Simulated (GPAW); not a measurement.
Crystal: Ag2O.

```
CELL_PARAMETERS angstrom
4.71800 0.00000 0.00000
0.00000 4.71800 0.00000
0.00000 0.00000 4.71800
ATOMIC_POSITIONS crystal
Ag 0.75000 0.25000 0.75000
Ag 0.75000 0.75000 0.25000
Ag 0.25000 0.75000 0.75000
Ag 0.25000 0.25000 0.25000
O 0.50000 0.50000 0.50000
O 0.00000 0.00000 0.00000
```

Base run:

| Quantity | Value |
| --- | --- |
| Program | GPAW 26.7.0 |
| Functional | r2SCAN |
| Potentials or basis | GPAW PAW data sets (gpaw-data 1.2.1) |
| Cutoff | 800 eV |
| Basis | pw |
| k mesh | 5 × 5 × 5 |
| Occupations | fermi-dirac, width 0.05 eV |
| Spin | no spin polarisation |

Its results: band gap on the k mesh 0.28 eV, direct; pressure 2.3 GPa.

The run is repeated on the same cell with these changes: spin from no spin polarisation to spin-orbit coupling, no magnetisation. What comes out?

Band gap on the k mesh 0.13 eV, direct; pressure 2.3 GPa.

Spin-orbit coupling splits the band edges, which narrows the gap.

Caveats: the PAW data sets were made with another functional, which shifts forces and pressure a little; spin-orbit coupling was added after a scalar SCF, so levels and gaps hold it while energy, forces, pressure and moments don't (some runs); this program's spin-orbit splittings come out too wide for heavy elements (some runs).
